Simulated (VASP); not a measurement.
Write the native input for VASP 6.6.1 that does the following.

| Quantity | Value |
| --- | --- |
| Task | single point |
| Functional | PBE |
| Potentials or basis | VASP PAW PBE potentials, release 64 (Te, Mo_sv) |
| Cutoff | 520 eV |
| k mesh | 9 × 9 × 2 |
| Occupations | fermi-dirac, width 0.05 eV |
| Spin | no spin polarisation |
| Further INCAR settings | ALGO = Normal; EDIFF = 1e-07; NBANDS = 35 |

The structure of Te2Mo lies in POSCAR:

```
Te2Mo
1.0
    3.5603917377      0.0000000000      0.0000000000
   -1.7801958688      3.0833896922      0.0000000000
    0.0000000000      0.0000000000     24.8112624000
Te Mo
4 2
Direct
    0.3455480000      0.6685730000      0.2241670000
    0.6682400000      0.3263220000      0.9208100000
    0.6577310000      0.3281830000      0.7756610000
    0.3361920000      0.6719710000      0.0774460000
    0.6749730000      0.3280590000      0.1541930000
    0.3240520000      0.6717840000      0.8469850000
```

The cell isn't the ideal one: atoms moved at random, drawn with an rms of 0.05 Å.

The input as run:

INCAR

```
SYSTEM = Te2Mo
  PREC = Accurate
  ENCUT = 520
  EDIFF = 1E-7
  ISMEAR = -1
  SIGMA = 0.05
  LREAL = .FALSE.
  LASPH = .TRUE.
  NELM = 100
  ALGO = Normal
  ISIF = 2
  LWAVE = .FALSE.
  LCHARG = .FALSE.
  GGA = PE
  NBANDS = 35
```

KPOINTS

```
regular mesh
0
G
  9 9 2
  0 0 0
```

Potentials or basis: VASP PAW PBE potentials, release 64 (Te, Mo_sv).

The run is started by

```console
$ cat potpaw_PBE.64/Te/POTCAR potpaw_PBE.64/Mo_sv/POTCAR > POTCAR
$ mpirun -np 1 vasp_std > vasp.out
```

Results of the run:

* Largest force: 1.696 eV/Å
* Band gap on the k mesh: 0.99 eV, direct

Caveat: spin-orbit coupling is left out, which moves the levels of the heavy elements.

Wall time 15 min on 1 thread of Intel(R) Xeon(R) 6975P-C (Granite Rapids), with other jobs on the host, peak memory 0.79 GiB.
